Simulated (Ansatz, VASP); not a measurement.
KMgF3: VASP beside Ansatz

Contents of INCAR:

```
SYSTEM = KMgF3
ALGO = Normal
EDIFF = 1E-7
ENCUT = 520
GGA = PS
ISIF = 2
ISMEAR = -1
KPAR = 2
LASPH = .True.
LCHARG = .True.
LREAL = .False.
LVHAR = .True.
LWAVE = .False.
NBANDS = 24
NELM = 60
PREC = Accurate
SIGMA = 0.05
```

KPOINTS

```
k-points
0
Gamma
  7 7 7
  0 0 0
```

File POSCAR:

```
KMgF3
1.0
    3.9859000000      0.0000000000      0.0000000000
    0.0000000000      3.9859000000      0.0000000000
    0.0000000000      0.0000000000      3.9859000000
K Mg F
1 1 3
Direct
    0.5000000000      0.5000000000      0.5000000000
    0.0000000000      0.0000000000      0.0000000000
    0.0000000000      0.0000000000      0.5000000000
    0.0000000000      0.5000000000      0.0000000000
    0.5000000000      0.0000000000      0.0000000000
```

The input input.yaml:

```yaml
crystal:
  lattice:
    - [3.9859, 0.0, 0.0]
    - [0.0, 3.9859, 0.0]
    - [0.0, 0.0, 3.9859]
  atoms:
    - { symbol: K, position: [0.5, 0.5, 0.5] }
    - { symbol: Mg, position: [0.0, 0.0, 0.0] }
    - { symbol: F, position: [0.0, 0.0, 0.5] }
    - { symbol: F, position: [0.0, 0.5, 0.0] }
    - { symbol: F, position: [0.5, 0.0, 0.0] }
hamiltonian:
  xc: pbesol
  pseudopotentials: { kind: paw }
kpoints:
  mp_grid: { grid: [7, 7, 7] }
scf:
  occupations: { method: fermi_dirac, width: 0.05 }
output:
  forces: true
  stress: true
  eigenvalues: true
  write_density: true
  write_potential: true
  elf: true
  volumetric_format: npy
```

Alike in both runs: task single point; functional PBEsol; k mesh 7 × 7 × 7; occupations fermi-dirac, width 0.05 eV; no spin polarisation.

|  | VASP | Ansatz |
| --- | --- | --- |
| version | VASP 6.6.1 | Ansatz 0.2.0 |
| potentials or method | VASP PAW PBE potentials, release 64 (K_sv, Mg, F) | Ansatz PAW |
| plane-wave cutoff (eV) | 520 | 420 |
| valence electrons in the cell | 32 | 40 |

```csv
,VASP,Ansatz,Ansatz less VASP
gap on the k mesh at the Fermi level (eV),7.16,7.18,+0.024
least direct gap on the mesh (eV),7.45,7.47,+0.022
pressure (GPa),-0.1,0.3,+0.38
```

The two sets of potentials don't hold the same shells in valence.

Caveats: the PAW data sets were made with another functional, which shifts forces and pressure a little (VASP); an odd mesh through Γ misses points on the zone boundary, where band edges often lie (VASP); odd divisions of the mesh miss points on the zone boundary, where band edges often lie, so the gap on the mesh can be too wide (Ansatz); the pressure holds a Pulay correction of +0.6 GPa for the finite cutoff (Ansatz); the PAW data sets come from PBE, with cores solved anew for the run's functional, which leaves a small shift of forces and pressure (Ansatz).
